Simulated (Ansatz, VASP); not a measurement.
# TiO2 (Rutile) in VASP and in Ansatz

```
Ti O
1.0
     4.59220    0.00000    0.00000
     0.00000    4.59220    0.00000
     0.00000    0.00000    2.95740
Ti O
2 4
Direct
  0.00000 0.00000 0.00000
  0.50000 0.50000 0.50000
  0.30496 0.30496 0.00000
  0.19504 0.80496 0.50000
  0.69504 0.69504 0.00000
  0.80496 0.19504 0.50000
```

Alike in both runs: task relaxation of cell and atoms; functional PBE; dispersion D3(BJ); k mesh 3 × 3 × 5; no spin polarisation.

|  | VASP | Ansatz |
| --- | --- | --- |
| version | VASP 6.6.1 | Ansatz 0.2.0 |
| potentials or method | VASP PAW PBE potentials, release 64 (Ti_sv, O) | plane waves, PAW |
| plane-wave cutoff (eV) | 600 | 435 |
| occupations | gaussian, width 0.01 eV | fixed |
| valence electrons in the cell | 48 | 48 |

|  | VASP | Ansatz | Ansatz less VASP |
| --- | --- | --- | --- |
| relaxed volume (Å³/atom) | 10.47 | 10.45 | -0.019 |
| relaxed cell length with the largest relative difference (Å) | 2.958 | 2.956 | -0.0028 |

Ansatz warned: «force_scf_threshold_loose».

Caveats: the k mesh is coarse (spacing up to 0.46 Å⁻¹), so the values aren't converged. A k mesh can miss the band edges. Zero-point motion and thermal expansion aren't in these numbers.
